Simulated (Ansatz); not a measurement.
Starting cell, CaF2 (fluorite):

```yaml
crystal:
  lattice:
    - [0.00000, 5.51096, 5.51096]
    - [2.75548, 0.00000, 2.75548]
    - [2.75548, 2.75548, 0.00000]
  atoms:
    - { symbol: Ca, position: [0.00000, 0.00000, 0.00000] }
    - { symbol: Ca, position: [0.50000, 0.00000, 0.00000] }
    - { symbol: F, position: [0.12500, 0.25000, 0.25000] }
    - { symbol: F, position: [0.62500, 0.25000, 0.25000] }
    - { symbol: F, position: [0.37500, 0.75000, 0.75000] }
    - { symbol: F, position: [0.87500, 0.75000, 0.75000] }
```

A phonon eigenvector at L = (0.5, 0.0, 0.0) is frozen into this cell: atom i moves by Q times the vector below, so Q is the largest atomic displacement, in Å. The cell is held. (q is in reciprocal vectors of the primitive cell; the cell shown is doubled to hold the pattern.)

| atom | x | y | z |
|---|---|---|---|
| Ca1 | -0.497 | 0.497 | 0.497 |
| Ca2 | 0.497 | -0.497 | -0.497 |
| F3 | -0.577 | 0.577 | 0.577 |
| F4 | 0.577 | -0.577 | -0.577 |
| F5 | 0.577 | -0.577 | -0.577 |
| F6 | -0.577 | 0.577 | 0.577 |

These are PBE (plane waves to 420 eV, PAW, scalar-relativistic; Ansatz, a first-principles code) values and carry that method's errors. k mesh 5×10×10 (Γ-centred), Fermi-Dirac smearing 0.05 eV. The energy includes the smearing's −TS. CaF2 was relaxed with its symmetry unable to fall. ΔE is measured from the undisplaced structure.

```
Q (Å)   ΔE (meV/cell)
------  -------------
-0.180            548
-0.150       withheld
-0.120            214
-0.090            115
-0.060             49
-0.030             12
0.000               0
0.030              12
0.060              49
0.090             115
0.120             214
0.150        withheld
0.180             548
```

**Question.** Fit an even polynomial form (powers 2, 4) to the given rows and predict ΔE at Q = -0.150.

**Answer.** Least squares on the 11 given rows: ΔE = (13240)·Q² + (113300)·Q⁴, in meV/cell with Q in Å; root-mean-square residual 0.2 meV/cell. At -0.150 the fit gives 355 meV/cell; the calculation gives 355 meV/cell, the same to the digits shown. The quadratic term alone would give 298 meV/cell.

(A displaced cell: forces are minus the slopes of the energy, force constants its curvatures, and phonons follow from these.)
